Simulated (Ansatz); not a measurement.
## Elastic constants of MgSe (Fm-3m) under pressure

```
CELL_PARAMETERS angstrom
0.00000 2.69603 2.69603
2.69603 0.00000 2.69603
2.69603 2.69603 0.00000
ATOMIC_POSITIONS crystal
Mg 0.00000 0.00000 0.00000
Se 0.50000 0.50000 0.50000
```

This is the zero-pressure cell. At each pressure cell and atoms are relaxed in this structure, and the constants are slopes of the stress at strains of ±0.005 with relaxed ions (the coefficients that govern stability under load). Level: LDA, PAW on Ansatz 0.2.0's default frozen-core files (fitted under PBE), scalar-relativistic; k mesh 8×8×8, strains of ±0.005, fixed occupations, cutoff 420 eV. P is the pressure of the relaxed cell, less that of this one.

```csv
P (GPa),V/V₀,C11 (GPa),C12 (GPa),C44 (GPa)
0.00,1.0000,135.3,35.9,45.7
1.02,?,?,?,?
2.00,0.9729,153.6,39.0,47.2
4.02,0.9490,171.5,42.0,48.5
7.00,0.9184,197.4,46.4,50.3
9.99,0.8920,222.7,50.6,51.9
15.01,0.8544,264.3,57.4,54.4
```

Q: Does the bulk modulus from the constants agree with the pressure-volume curve?

A: A third-order Birch-Murnaghan fit to the volumes shown (F against f, f = [(V₀/V)^(2/3) − 1]/2) gives B₀ = 69.0 GPa and B′ = 4.1. Its −V dP/dV stands beside (C11 + 2C12)/3:

```csv
P (GPa),from P(V),from the constants
0.00,69.0,69.0
2.00,77.1,77.2
4.02,85.1,85.2
7.00,96.7,96.7
9.99,108.0,108.0
15.01,126.5,126.4
```

Q: What are the pressure derivatives at zero pressure?

A: Slopes at V₀ of quadratic fits in −ln(V/V₀) through the first four rows shown, divided by B₀: dC11/dP = 9.2, dC12/dP = 1.6, dC44/dP = 0.8. The mean slopes up to 4.0 GPa are 9.0, 1.5, 0.7; curvature and scatter of the constants part the two. The combination (dC11/dP + 2 dC12/dP)/3 = 4.1 stands against B′.

Q: Fill the row at 1.02 GPa.

A: Cubic fits in −ln(V/V₀) through all rows shown give C11 = 144.7, C12 = 37.5, C44 = 46.4 GPa. Computed: V/V₀ = 0.9858, C11 (GPa) = 144.7, C12 (GPa) = 37.5, C44 (GPa) = 46.4.

Q: Does a shear stiffness soften?

A: C44 goes from 45.7 to 54.4 GPa; (C11 − C12)/2 goes from 49.7 to 103.4 GPa. Neither ends more than 3 % under its start, and the lattice stays mechanically stable over this range.

Limits of these numbers: no other phase was computed; many crystals of this kind change structure within this range, and rows or crossings beyond such a change describe a metastable lattice; frozen-core PAW files fitted under PBE, their cores solved anew for the functional of the run; phonons weren't checked at these pressures.
